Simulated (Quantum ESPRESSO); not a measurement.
# Si2Ni (I4/mmm) in Quantum ESPRESSO: single point with PBEsol

Aim: the single point of Si2Ni with PBEsol.

Program: Quantum ESPRESSO 7.5. These are calculated values, not measurements. Logs are shortened: lines on timing, memory, paths and dates and some standing lists are left out, and cuts for length are marked.

### Step 1. Starting point

The structure is tetragonal, space group I4/mmm (No. 139). Conventional cell: a = 3.815 Å, b = 3.815 Å, c = 5.288 Å, α = 90.00°, β = 90.00°, γ = 90.00°. Around Ni (site symmetry 4/mmm) lie 8 Si at 2.32 Å. Around Si (site symmetry -4m2) lie 4 Ni at 2.32 Å and 2 Si at 2.64 Å.

The cell was built by a generator and needn't be a form met in nature.

### Step 2. Single point, PBEsol

Input file pw.in:

```
&CONTROL
  calculation = 'scf'
  prefix = 'pwscf'
  outdir = './tmp'
  pseudo_dir = './pseudo'
  tprnfor = .true.
  tstress = .true.
  disk_io = 'nowf'
/
&SYSTEM
  ibrav = 0
  nat = 3
  ntyp = 2
  ecutwfc = 45
  ecutrho = 360
  nbnd = 20
  occupations = 'smearing'
  smearing = 'mp'
  degauss = 0.00734986
/
&ELECTRONS
  conv_thr = 6d-10
  electron_maxstep = 120
  mixing_beta = 0.5
/
ATOMIC_SPECIES
Ni    58.6934 ni_pbesol_v1.4.uspp.F.UPF
Si    28.0850 si_pbesol_v1.uspp.F.UPF
CELL_PARAMETERS angstrom
   0.0000000000    2.6973777600    2.6438583600
   2.6973777600    0.0000000000    2.6438583600
   2.6973777600    2.6973777600    0.0000000000
ATOMIC_POSITIONS crystal
Ni     0.0000000000    0.0000000000    0.0000000000
Si     0.2500000000    0.2500000000    0.2500000000
Si     0.7500000000    0.7500000000    0.7500000000
K_POINTS automatic
16 16 16 0 0 0
```

Potentials or basis: GBRV 1.5 PBEsol.

On the command line:

```console
$ OMP_NUM_THREADS=1 pw.x -in pw.in > pw.out
```

pw.out:

```text
This program is part of the open-source Quantum ESPRESSO suite
     for quantum simulation of materials; please cite
[... 9 lines left out ...]
     --------------------
     sticks:   dense  smooth     PW     G-vecs:    dense   smooth      PW
     Sum        1273     641    199                29955    10641    1891

     Using Slab Decomposition

     bravais-lattice index     =            0
     lattice parameter (alat)  =       7.1375  a.u.
     unit-cell volume          =     259.6261 (a.u.)^3
     number of atoms/cell      =            3
     number of atomic types    =            2
     number of electrons       =        26.00
     number of Kohn-Sham states=           20
     kinetic-energy cutoff     =      45.0000  Ry
     charge density cutoff     =     360.0000  Ry
     scf convergence threshold =      6.0E-10
     mixing beta               =       0.5000
     number of iterations used =            8  plain     mixing
     Exchange-correlation= SLA  PW   PSX  PSC
                           (   1   4  10   8   0   0   0)

     celldm(1)=   7.137522  celldm(2)=   0.000000  celldm(3)=   0.000000
     celldm(4)=   0.000000  celldm(5)=   0.000000  celldm(6)=   0.000000

     crystal axes: (cart. coord. in units of alat)
               a(1) = (   0.000000   0.714156   0.699986 )
               a(2) = (   0.714156   0.000000   0.699986 )
               a(3) = (   0.714156   0.714156   0.000000 )

     reciprocal axes: (cart. coord. in units 2 pi/alat)
               b(1) = ( -0.700127  0.700127  0.714300 )
               b(2) = (  0.700127 -0.700127  0.714300 )
               b(3) = (  0.700127  0.700127 -0.714300 )

     PseudoPot. # 1 for Ni read from file:
     ni_pbesol_v1.4.uspp.F.UPF
     Pseudo is Ultrasoft + core correction, Zval = 18.0
     Generated by new atomic code, or converted to UPF format
     Using radial grid of  865 points,  6 beta functions with:
                l(1) =   0
                l(2) =   0
                l(3) =   1
                l(4) =   1
                l(5) =   2
                l(6) =   2
     Q(r) pseudized with 10 coefficients,  rinner =    0.980   0.980   0.980
                                                       0.980   0.980

     PseudoPot. # 2 for Si read from file:
     si_pbesol_v1.uspp.F.UPF
     Pseudo is Ultrasoft + core correction, Zval =  4.0
     Generated by new atomic code, or converted to UPF format
     Using radial grid of  899 points,  6 beta functions with:
                l(1) =   0
                l(2) =   0
                l(3) =   1
                l(4) =   1
                l(5) =   2
                l(6) =   2
     Q(r) pseudized with  8 coefficients,  rinner =    0.900   0.900   0.900
                                                       0.900   0.900

     atomic species   valence    mass     pseudopotential
     Ni               18.00    58.69340     Ni( 1.00)
     Si                4.00    28.08500     Si( 1.00)

     16 Sym. Ops., with inversion, found

   Cartesian axes

     site n.     atom                  positions (alat units)
         1        Ni     tau(   1) = (   0.0000000   0.0000000   0.0000000  )
         2        Si     tau(   2) = (   0.3570781   0.3570781   0.3499932  )
         3        Si     tau(   3) = (   1.0712343   1.0712343   1.0499796  )

     number of k points=   349  Methfessel-Paxton smearing, width (Ry)=  0.0073

     Number of k-points >= 100: set verbosity='high' to print them.

     Dense  grid:    29955 G-vectors     FFT dimensions: (  45,  45,  45)

     Smooth grid:    10641 G-vectors     FFT dimensions: (  32,  32,  32)

     Check: negative core charge=   -0.000002

     Initial potential from superposition of free atoms

     starting charge      23.9987, renormalised to      26.0000
     Starting wfcs are   21 randomized atomic wfcs

     Self-consistent Calculation

     iteration #  1     ecut=    45.00 Ry     beta= 0.50
     Davidson diagonalization with overlap
     ethr =  1.00E-02,  avg # of iterations =  6.6

     total energy              =    -334.28026163 Ry
     estimated scf accuracy    <      50.87878707 Ry

     iteration #  2     ecut=    45.00 Ry     beta= 0.50
     Davidson diagonalization with overlap
     ethr =  1.00E-02,  avg # of iterations =  3.0

     total energy              =    -361.52274234 Ry
     estimated scf accuracy    <      54.02566974 Ry

     iteration #  3     ecut=    45.00 Ry     beta= 0.50
     Davidson diagonalization with overlap
     ethr =  1.00E-02,  avg # of iterations =  2.2

     total energy              =    -361.78305168 Ry
     estimated scf accuracy    <      10.35637096 Ry

     iteration #  4     ecut=    45.00 Ry     beta= 0.50
     Davidson diagonalization with overlap
     ethr =  1.00E-02,  avg # of iterations =  2.2

     total energy              =    -362.60624593 Ry
     estimated scf accuracy    <       1.18346339 Ry

     iteration #  5     ecut=    45.00 Ry     beta= 0.50
     Davidson diagonalization with overlap
     ethr =  4.55E-03,  avg # of iterations =  1.4

     total energy              =    -361.92547934 Ry
     estimated scf accuracy    <       1.19716080 Ry

     iteration #  6     ecut=    45.00 Ry     beta= 0.50
     Davidson diagonalization with overlap
     ethr =  4.55E-03,  avg # of iterations =  2.3

     total energy              =    -362.55083436 Ry
     estimated scf accuracy    <       2.77287596 Ry

     iteration #  7     ecut=    45.00 Ry     beta= 0.50
     Davidson diagonalization with overlap
     ethr =  4.55E-03,  avg # of iterations =  1.0

     total energy              =    -362.45243346 Ry
     estimated scf accuracy    <       2.70264860 Ry

     iteration #  8     ecut=    45.00 Ry     beta= 0.50
     Davidson diagonalization with overlap
     ethr =  4.55E-03,  avg # of iterations =  1.1

     total energy              =    -362.23880339 Ry
     estimated scf accuracy    <       1.69965986 Ry

     iteration #  9     ecut=    45.00 Ry     beta= 0.50
     Davidson diagonalization with overlap
     ethr =  4.55E-03,  avg # of iterations =  1.0

     total energy              =    -362.32918445 Ry
     estimated scf accuracy    <       0.13428943 Ry

     iteration # 10     ecut=    45.00 Ry     beta= 0.50
     Davidson diagonalization with overlap
     ethr =  5.16E-04,  avg # of iterations =  1.5

     total energy              =    -362.30339027 Ry
     estimated scf accuracy    <       0.20906741 Ry

     iteration # 11     ecut=    45.00 Ry     beta= 0.50
     Davidson diagonalization with overlap
     ethr =  5.16E-04,  avg # of iterations =  2.0

     total energy              =    -362.28850289 Ry
     estimated scf accuracy    <       0.09312585 Ry

     iteration # 12     ecut=    45.00 Ry     beta= 0.50
     Davidson diagonalization with overlap
     ethr =  3.58E-04,  avg # of iterations =  2.0

     total energy              =    -362.29519063 Ry
     estimated scf accuracy    <       0.35615062 Ry

     iteration # 13     ecut=    45.00 Ry     beta= 0.50
     Davidson diagonalization with overlap
     ethr =  3.58E-04,  avg # of iterations =  1.0

     total energy              =    -362.30382644 Ry
     estimated scf accuracy    <       0.05289958 Ry

     iteration # 14     ecut=    45.00 Ry     beta= 0.50
     Davidson diagonalization with overlap
     ethr =  2.03E-04,  avg # of iterations =  1.1

     total energy              =    -362.30350892 Ry
     estimated scf accuracy    <       0.01420402 Ry

     iteration # 15     ecut=    45.00 Ry     beta= 0.50
     Davidson diagonalization with overlap
     ethr =  5.46E-05,  avg # of iterations =  1.4

     total energy              =    -362.30365758 Ry
     estimated scf accuracy    <       0.00373956 Ry

     iteration # 16     ecut=    45.00 Ry     beta= 0.50
     Davidson diagonalization with overlap
     ethr =  1.44E-05,  avg # of iterations =  1.6

     total energy              =    -362.30358987 Ry
     estimated scf accuracy    <       0.00186775 Ry

     iteration # 17     ecut=    45.00 Ry     beta= 0.50
     Davidson diagonalization with overlap
     ethr =  7.18E-06,  avg # of iterations =  1.4

     total energy              =    -362.30342825 Ry
     estimated scf accuracy    <       0.00097513 Ry

     iteration # 18     ecut=    45.00 Ry     beta= 0.50
     Davidson diagonalization with overlap
     ethr =  3.75E-06,  avg # of iterations =  1.4

     total energy              =    -362.30349558 Ry
     estimated scf accuracy    <       0.00002533 Ry

     iteration # 19     ecut=    45.00 Ry     beta= 0.50
     Davidson diagonalization with overlap
     ethr =  9.74E-08,  avg # of iterations =  2.1

     total energy              =    -362.30349934 Ry
     estimated scf accuracy    <       0.00001176 Ry

     iteration # 20     ecut=    45.00 Ry     beta= 0.50
     Davidson diagonalization with overlap
     ethr =  4.52E-08,  avg # of iterations =  1.0

     total energy              =    -362.30349767 Ry
     estimated scf accuracy    <       0.00000860 Ry

     iteration # 21     ecut=    45.00 Ry     beta= 0.50
     Davidson diagonalization with overlap
     ethr =  3.31E-08,  avg # of iterations =  1.0

     total energy              =    -362.30349822 Ry
     estimated scf accuracy    <       0.00000057 Ry

     iteration # 22     ecut=    45.00 Ry     beta= 0.50
     Davidson diagonalization with overlap
     ethr =  2.20E-09,  avg # of iterations =  1.5

     total energy              =    -362.30349822 Ry
     estimated scf accuracy    <       0.00000022 Ry

     iteration # 23     ecut=    45.00 Ry     beta= 0.50
     Davidson diagonalization with overlap
     ethr =  8.32E-10,  avg # of iterations =  1.1

     total energy              =    -362.30349816 Ry
     estimated scf accuracy    <       0.00000013 Ry

     iteration # 24     ecut=    45.00 Ry     beta= 0.50
     Davidson diagonalization with overlap
     ethr =  5.00E-10,  avg # of iterations =  2.0

     total energy              =    -362.30349817 Ry
     estimated scf accuracy    <          7.4E-10 Ry

     iteration # 25     ecut=    45.00 Ry     beta= 0.50
     Davidson diagonalization with overlap
     ethr =  2.83E-12,  avg # of iterations =  4.4

     End of self-consistent calculation

     Number of k-points >= 100: set verbosity='high' to print the bands.

     the Fermi energy is    13.5496 ev

!    total energy              =    -362.30349817 Ry
     estimated scf accuracy    <          4.4E-10 Ry
     smearing contrib. (-TS)   =       0.00001009 Ry
     internal energy E=F+TS    =    -362.30350826 Ry

     The total energy is F=E-TS. E is the sum of the following terms:
     one-electron contribution =    -288.07592306 Ry
     hartree contribution      =     157.22746818 Ry
     xc contribution           =     -44.01955482 Ry
     ewald contribution        =    -187.43549856 Ry

     convergence has been achieved in  25 iterations

     Forces acting on atoms (cartesian axes, Ry/au):

     atom    1 type  1   force =     0.00000000    0.00000000    0.00000000
     atom    2 type  2   force =     0.00000000    0.00000000    0.00000000
     atom    3 type  2   force =     0.00000000    0.00000000    0.00000000

     Total force =     0.000000     Total SCF correction =     0.000000

     Computing stress (Cartesian axis) and pressure

          total   stress  (Ry/bohr**3)                   (kbar)     P=       29.54
   0.00017887  -0.00000000  -0.00000000           26.31       -0.00       -0.00
  -0.00000000   0.00017887   0.00000000           -0.00       26.31        0.00
  -0.00000000  -0.00000000   0.00024471           -0.00       -0.00       36.00

=------------------------------------------------------------------------------=
   JOB DONE.
=------------------------------------------------------------------------------=
```

Run time: 4.1 min. Hardware: 1 thread of Arm Neoverse V2, shared host; peak memory 0.27 GiB.

Results:

| Quantity | Value |
| --- | --- |
| Free energy | -4929.3902 eV |
| Pressure | 3.0 GPa |
| Band gap on the k mesh | none (metal or under the smearing width) |

Spin polarisation is off, so any magnetic state and its effect on volume and gap are missing.
